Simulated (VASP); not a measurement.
A run of VASP 6.6.1 is set up as follows.

Contents of INCAR:

```
PREC = Accurate
ENCUT = 520
EDIFF = 1E-6
ISMEAR = 0
SIGMA = 0.1
LREAL = F
LASPH = T
NELM = 60
ALGO = Normal
ISIF = 2
LWAVE = F
LCHARG = F
GGA = PS
```

Contents of KPOINTS:

```
regular mesh
0
Gamma
  18 18 18
```

Contents of POSCAR:

```
Ti
1.0
    0.0000000000      2.0545745400      2.0545745400
    2.0545745400      0.0000000000      2.0545745400
    2.0545745400      2.0545745400      0.0000000000
Ti
1
Direct
    0.0000000000      0.0000000000      0.0000000000
```

Potentials or basis: VASP PAW PBE potentials, release 64 (Ti_sv).

Command:

```sh
$ cat potpaw_PBE.64/Ti_sv/POTCAR > POTCAR
$ mpirun -np 1 vasp_std > vasp.out
```

Task: Estimate the band gap on the k mesh.

Result: None (metal or under the smearing width).

Task: Predict the pressure.

Result: -4.4 GPa.

Caveat: the PAW data sets were made with another functional, which shifts forces and pressure a little.
